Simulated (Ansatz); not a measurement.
Structure: PbTe (rocksalt), at its r2SCAN minimum. The symmetry is Fm-3m (No. 225, cubic); a = 6.536 Å in the conventional setting, 34.90 Å³ an atom. Pb has 6 Te at 3.27 Å; Te has 6 Pb at 3.27 Å.

```yaml
crystal:
  lattice:
    - [0.00000, 3.26784, 3.26784]
    - [3.26784, 0.00000, 3.26784]
    - [3.26784, 3.26784, 0.00000]
  atoms:
    - { symbol: Pb, position: [0.00000, 0.00000, 0.00000] }
    - { symbol: Te, position: [0.50000, 0.50000, 0.50000] }
```

3 runs of the plane-wave code Ansatz on this cell differ in the functional (and in the settings that go with it). Levels are in eV from each run's valence top; v1 is the last filled band, c1 the first empty one.

Run A, mean stress +0.6 GPa (compression positive):
```
point     v4     v3     v2     v1    c1    c2
    Γ  -5.67  -1.22  -1.22  -1.22  4.04  4.04
    X  -7.23  -4.23  -2.61  -2.61  3.45  5.35
    U  -7.83  -3.87  -2.12  -1.94  3.55  3.74
```

Run B, mean stress 0.0 GPa (compression positive):
```
point     v4     v3     v2     v1    c1    c2
    Γ  -5.71  -1.36  -1.36  -1.36  4.31  4.31
    X  -7.43  -4.41  -2.77  -2.77  3.74  5.70
    U  -8.08  -4.04  -2.26  -2.02  3.84  3.97
```

Run C, mean stress +0.5 GPa (compression positive):
```
point     v4     v3     v2     v1    c1    c2
    Γ  -5.74  -1.27  -1.27  -1.27  4.23  4.23
    X  -7.34  -4.34  -2.68  -2.68  3.59  5.56
    U  -7.96  -3.97  -2.18  -1.99  3.72  3.92
```

**Question.** Match the runs to PBE, r2SCAN, DDH-PBE0.

**Answer.** A is PBE, B is r2SCAN, C is DDH-PBE0. In order of the gap: PBE 0.80, DDH-PBE0 0.93, r2SCAN 1.09 eV. The stress vanishes for r2SCAN, which relaxed the cell.

Spin-unpolarised throughout; all numbers are computed.

Spin-orbit coupling is left out; in compounds of Pb, Bi, Tl or Hg it can lower a gap by up to about 1 eV, split its edges or invert the bands.

The stress of a hybrid is loosely converged in these runs.
